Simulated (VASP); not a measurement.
# InAs (F-43m) in VASP: single point with PBEsol

Aim: the single point of InAs with PBEsol.

All numbers are computed with VASP 6.6.1; they aren't measurements. Logs are shortened: lines on timing, memory, paths and dates and some standing lists are left out, and cuts for length are marked.

**Measured values to compare with.**

From a printed reference work, data compilation, for a bulk crystal of InAs at 4.2 K: band gap 0.418 eV (direct).

The runs below are set against these values where they give the same quantity.

**1. The cell of the first run**

The structure is cubic, space group F-43m (No. 216). Conventional cell: a = 6.087 Å, b = 6.087 Å, c = 6.087 Å, α = 90.00°, β = 90.00°, γ = 90.00°. Within 3.5 Å of In (site symmetry -43m) lie 4 As at 2.64 Å. Within 3.5 Å of As (site symmetry -43m) lie 4 In at 2.64 Å.

**2. Single point, PBEsol**

The input, INCAR:

```
ALGO = Normal ; EDIFF = 1E-6
ENCUT = 520 ; GGA = PS
ISIF = 2 ; ISMEAR = 0
ISYM = 0 ; LASPH = True
LCHARG = True ; LELF = True
LREAL = False ; LVHAR = True
LWAVE = False ; NBANDS = 16
NELM = 100 ; PREC = Accurate
SIGMA = 0.1
```

The input, KPOINTS:

```
k-points
0
Gamma
  8 6 16
```

The input, POSCAR:

```
InAs
1.0
    4.3044884338      0.0000000000      0.0000000000
    0.0000000000      6.0874659222      0.0000000000
    2.1522442169     -3.0437329611      2.1522442169
In As
1 1
Direct
    0.0000000000      0.0000000000      0.0000000000
    0.5000000000      0.7500000000      0.0000000000
```

Potentials or basis: VASP PAW PBE potentials, release 64 (In_d, As).

Run with:

```
> cat potpaw_PBE.64/In_d/POTCAR potpaw_PBE.64/As/POTCAR > POTCAR
> mpirun -np 1 vasp_std > vasp.out
```

OUTCAR:

```text
EDIFF = 1E-6
   ENCUT = 520
   GGA = PS
   ISIF = 2
   ISMEAR = 0
   ISYM = 0
   LASPH = True
   LREAL = False
   NELM = 100
   PREC = Accurate

 ion  position               nearest neighbor table
   1  0.000  0.000  0.000-   2 2.64   2 2.64   2 2.64   2 2.64
   2  0.500  0.750  0.000-   1 2.64   1 2.64   1 2.64   1 2.64

IMPORTANT INFORMATION: All symmetrisations will be switched off!
NOSYMM: (Re-)initialisation of all symmetry stuff for point group C_1.

----------------------------------------------------------------------------------------

                                     Primitive cell

  volume of cell :      56.3962

  direct lattice vectors                    reciprocal lattice vectors
     4.304488434  0.000000000  0.000000000     0.232315643  0.000000000 -0.232315643
     0.000000000  6.087465922  0.000000000     0.000000000  0.164271967  0.232315643
     2.152244217 -3.043732961  2.152244217     0.000000000  0.000000000  0.464631287

  length of vectors
     4.304488434  6.087465922  4.304488434     0.328543934  0.284527393  0.464631287

  position of ions in fractional coordinates (direct lattice)
     0.000000000  0.000000000  0.000000000
     0.500000000  0.750000000  0.000000000

  ion indices of the primitive-cell ions
   primitive index   ion index
                 1           1
                 2           2

----------------------------------------------------------------------------------------

 KPOINTS: k-points

Automatic generation of k-mesh.
 Grid dimensions read from file:
 generate k-points for:    8    6   16

 Generating k-lattice:

  Cartesian coordinates                     Fractional coordinates (reciprocal lattice)
     0.029039455  0.000000000 -0.029039455     0.125000000  0.000000000  0.000000000
     0.000000000  0.027378661  0.038719274     0.000000000  0.166666667  0.000000000
     0.000000000  0.000000000  0.029039455     0.000000000  0.000000000  0.062500000

  Length of vectors
     0.041067992  0.047421232  0.029039455

  Shift w.r.t. Gamma in fractional coordinates (k-lattice)
     0.000000000  0.000000000  0.000000000

 -----------------------------------------------------------------------------
|                                                                             |
|           W    W    AA    RRRRR   N    N  II  N    N   GGGG   !!!           |
|           W    W   A  A   R    R  NN   N  II  NN   N  G    G  !!!           |
|           W    W  A    A  R    R  N N  N  II  N N  N  G       !!!           |
[... 67 lines left out ...]
   EDIFF  = 0.1E-05   stopping-criterion for ELM
   LREAL  =      F    real-space projection
   EDIFFG = 0.1E-04   stopping-criterion for IOM
   NSW    =      0    number of steps for IOM
   IBRION =     -1    ionic relax: 0-MD 1-quasi-New 2-CG
   NFREE  =      0    steps in history (QN), initial steepest desc. (CG)
   ISIF   =      2    stress and relaxation
   ISYM   =      0    0-nonsym 1-usesym 2-fastsym
   POTIM  = 0.5000    time-step for ionic-motion
   TEBEG  =    0.0;   TEEND  =   0.0 temperature during run
   PSTRESS=    0.0 pullay stress
   NELECT =      18.0000    total number of electrons
   NUPDOWN=      -1.0000    fix difference up-down
   EMIN   =  10.00;   EMAX   =-10.00  energy-range for DOS
   EFERMI =   0.00;   METHOD = LEGACY
   ISMEAR =     0;   SIGMA  =   0.10  broadening in eV -4-tet -1-fermi 0-gaus
   EFERMI_NEDOS =   21; number of points for ismear=-14 and -15
   IALGO  =     38    algorithm
   IMIX   =      4    mixing-type and parameters
     AMIX     =   0.40;   BMIX     =  1.00
     AMIX_MAG =   1.60;   BMIX_MAG =  1.00
  volume/ion in A,a.u.               =      28.20       190.29
  Fermi-wavevector in a.u.,A,eV,Ry     =   1.118791  2.114209 17.030333  1.251694
  Thomas-Fermi vector in A             =   2.255425
   LORBIT       =      0    0 simple, 1 ext, 2 COOP (PROOUT), +10 PAW based schemes
   GGA     = PS    functional components
   LHFCALC =     F    Hartree Fock is set to
   AEXX    =    0.0000 exact exchange contribution
   IVDW    =     0    specifies the selected vdW correction
   LEPSILON=     F    determine dielectric tensor
   LRPA    =     F    only Hartree local field effects (RPA)
 non-spin polarized calculation
 Gauss-broadening in eV      SIGMA  =   0.10
  energy-cutoff  :      520.00
  volume of cell :       56.40
 maximum number of plane-waves:      1540
   NGX = 17   NGY = 23   NGZ = 17

 number of electron      17.9999995 magnetization

 Free energy of the ion-electron system (eV)
  ---------------------------------------------------
  ext. energy  EPLUGINS =         0.00000000
  ---------------------------------------------------
  free energy    TOTEN  =        -8.49016801 eV

  energy without entropy =       -8.48989261  energy(sigma->0) =       -8.49003031

 E-fermi :   4.2224     XC(G=0):  -9.1975

 val. band max:        4.1723036186   @ k =   0.0000   0.0000   0.0000
 cond. band min:       5.0041931100   @ k =   0.0000   0.5000   0.5000
 fundamental gap:      0.8318894914
 Fermi energy:         4.2224253245

 k-point     1 :       0.0000    0.0000    0.0000
  band No.  band energies     occupation
      1     -10.1192      2.00000
      2     -10.1190      2.00000
      3     -10.1190      2.00000
      4      -9.9993      2.00000
      5      -9.9992      2.00000
      6      -7.5901      2.00000
[... 433 lines left out ...]
      3     -10.0797      2.00000
      4     -10.0012      2.00000
      5      -9.9970      2.00000
      6      -6.2467      2.00000
[... 8 lines left out ...]
     15      13.7352      0.00000
     16      15.5533      0.00000

 [... further k-points ...]

------------------------ aborting loop because EDIFF is reached ----------------------------------------

  FORCE on cell =-STRESS in cart. coord.  units (eV):
  Direction    XX          YY          ZZ          XY          YZ          ZX
  --------------------------------------------------------------------------------------
  -------------------------------------------------------------------------------------
  Total        0.0324369      0.0244201      0.0271909     -0.0000016      0.0006563      0.0000056
  in kB        0.9215109      0.6937592      0.7724757     -0.0000458      0.0186461      0.0001595
  external PRESSURE =       0.7959153 kB  Pullay stress =       0.0000000 kB

 VOLUME and BASIS-vectors are now :
 -----------------------------------------------------------------------------
  energy-cutoff  :      520.00
  volume of cell :       56.40
      direct lattice vectors                 reciprocal lattice vectors
     4.304488434  0.000000000  0.000000000     0.232315643  0.000000000 -0.232315643
     0.000000000  6.087465922  0.000000000     0.000000000  0.164271967  0.232315643
     2.152244217 -3.043732961  2.152244217     0.000000000  0.000000000  0.464631287

 POSITION                                       TOTAL-FORCE (eV/Angst)
 -----------------------------------------------------------------------------------
      0.00000      0.00000      0.00000        -0.000001     -0.000294     -0.000283
      2.15224      4.56560      0.00000         0.000001      0.000294      0.000283
 -----------------------------------------------------------------------------------
    total drift:                                0.000002      0.000004      0.000002

  FREE ENERGIE OF THE ION-ELECTRON SYSTEM (eV)
  ---------------------------------------------------
  free  energy   TOTEN  =        -8.4901680116 eV

  energy  without entropy=       -8.4898926128  energy(sigma->0) =       -8.49003031
```

OSZICAR:

```text
N       E                     dE             d eps       ncg     rms          rms(c)
DAV:   1     0.112401821832E+03    0.11240E+03   -0.83022E+03 12472   0.120E+03
DAV:   2    -0.117128444715E+01   -0.11357E+03   -0.10874E+03 13864   0.294E+02
DAV:   3    -0.858672684896E+01   -0.74154E+01   -0.73811E+01 16032   0.742E+01
DAV:   4    -0.877243778973E+01   -0.18571E+00   -0.18567E+00 15512   0.130E+01
DAV:   5    -0.878074142211E+01   -0.83036E-02   -0.83035E-02 18528   0.234E+00    0.431E+00
DAV:   6    -0.852187200904E+01    0.25887E+00   -0.38032E-01 19584   0.111E+01    0.237E+00
DAV:   7    -0.849134624054E+01    0.30526E-01   -0.10268E-01 17088   0.314E+00    0.677E-01
DAV:   8    -0.848983850962E+01    0.15077E-02   -0.12388E-02 15752   0.125E+00    0.189E-01
DAV:   9    -0.849007896098E+01   -0.24045E-03   -0.85310E-04 15392   0.255E-01    0.106E-01
DAV:  10    -0.849014925350E+01   -0.70293E-04   -0.12155E-04 19032   0.156E-01    0.632E-02
DAV:  11    -0.849016823862E+01   -0.18985E-04   -0.48336E-05 14968   0.948E-02    0.426E-02
DAV:  12    -0.849016801163E+01    0.22698E-06   -0.45238E-06 14192   0.218E-02
   1 F= -.84901680E+01 E0= -.84900303E+01  d E =-.275399E-03
```

stdout:

```text
POSCAR found type information on POSCAR InAs
 POSCAR found :  2 types and       2 ions
 scaLAPACK will be used
 -----------------------------------------------------------------------------
|                                                                             |
|                                                                             |
|     You enforced a specific xc type in the INCAR file but a different       |
[... 22 lines left out ...]
 -----------------------------------------------------------------------------

 POSCAR, INCAR and KPOINTS ok, starting setup
 FFT: planning ... GRIDC
 FFT: planning ... GRID_SOFT
 FFT: planning ... GRID
 WAVECAR not read
 entering main loop
```

Wall time 3.6 min (1 thread of Intel Xeon Platinum 8488C (Sapphire Rapids), shared host); peak memory 0.5 GiB.

Results:

```yaml
Free_energy: -8.4902 eV
Pressure: 0.1 GPa
Band_gap_on_the_k_mesh: zero (filled and empty bands touch)
```

Caveat: semilocal functionals underestimate gaps, and a narrow one can read as zero; the PAW data sets were made with another functional, which shifts forces and pressure a little; spin-orbit coupling is left out, which moves the levels of the heavy elements.

**3. Comparison with measurements**

Step 2. Measured gap of InAs: 0.418 eV (direct; 4.2 K; a printed reference work, data compilation). This calculation gives 0.00 eV (-0.42 eV). Spin-orbit coupling on As, In is left out. The value is that of PBEsol on a finite k mesh, which can miss the band edges, without temperature or zero-point motion. Semilocal functionals fall short of measured gaps as a rule.

The gap in the log of VASP goes by the Fermi energy; the results here count the filled bands.